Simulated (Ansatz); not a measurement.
# Se under changes of volume

One of the cells (27.261 Å³/atom); the others are scaled copies at fixed shape and fractional positions:

```xyz
3
Lattice="4.3662 0.0000 0.0000 -2.1831 3.7812 0.0000 0.0000 0.0000 4.9536" Properties=species:S:1:pos:R:3 pbc="T T T"
Se    1.6910    2.9289    0.0000
Se   -0.4921    0.8523    3.3024
Se    0.9841    0.0000    1.6512
```

* Program: Ansatz 0.2.0
* Functional: PBE
* Potentials or basis: Ansatz PAW
* Cutoff: 420 eV (not typed: the program's choice for these potentials)
* k mesh: 7 × 7 × 6
* Occupations: fermi-dirac, width 0.05 eV
* Spin: no spin polarisation

```tsv
volume (Å³/atom)	energy over the lowest point (meV/atom)	pressure (GPa)	gap on the mesh (eV)	largest force (eV/Å)
25.625	?	?	?	?
26.170	39.24	5.5	1.18	0.850
26.716	22.95	4.1	1.20	0.618
27.261	11.32	2.8	1.21	0.401
27.806	3.88	1.6	1.21	0.200
28.351	0.24	0.6	1.19	0.012
28.896	0.00	-0.4	1.16	0.164
```

**Question.** What does the run at 25.625 Å³/atom give?

**Answer.** Energy over the lowest point 60.70 meV/atom; pressure 7.1 GPa; gap on the mesh 1.15 eV; largest force 1.100 eV/Å.

Worked out: A Birch-Murnaghan fit of order 3 (a polynomial in V^(-2/3)) to the other rows has its minimum at 28.66 Å³/atom with B0 = V·E''(V) = 50 GPa and B' = 4.3 at fixed shape and positions, which overstates the stiffness. It gives 60.65 meV/atom at 25.625 Å³/atom, against the run's 60.70, and -dE/dV = 7.1 GPa, against 7.1. A parabola through the other rows of the gap, of slope 2.2 eV per unit of ln V there, extrapolates to 1.14 eV, against the run's 1.15.

Energies are extrapolated to zero smearing.

Caveats: odd divisions of the mesh miss points on the zone boundary, where band edges often lie, so the gap on the mesh can be too wide; forces of over 1 eV/Å show positions far from the minimum, so gaps and moduli don't describe the material at rest (some runs).

A mesh can miss the band edges. Spin-orbit coupling on Se is left out.
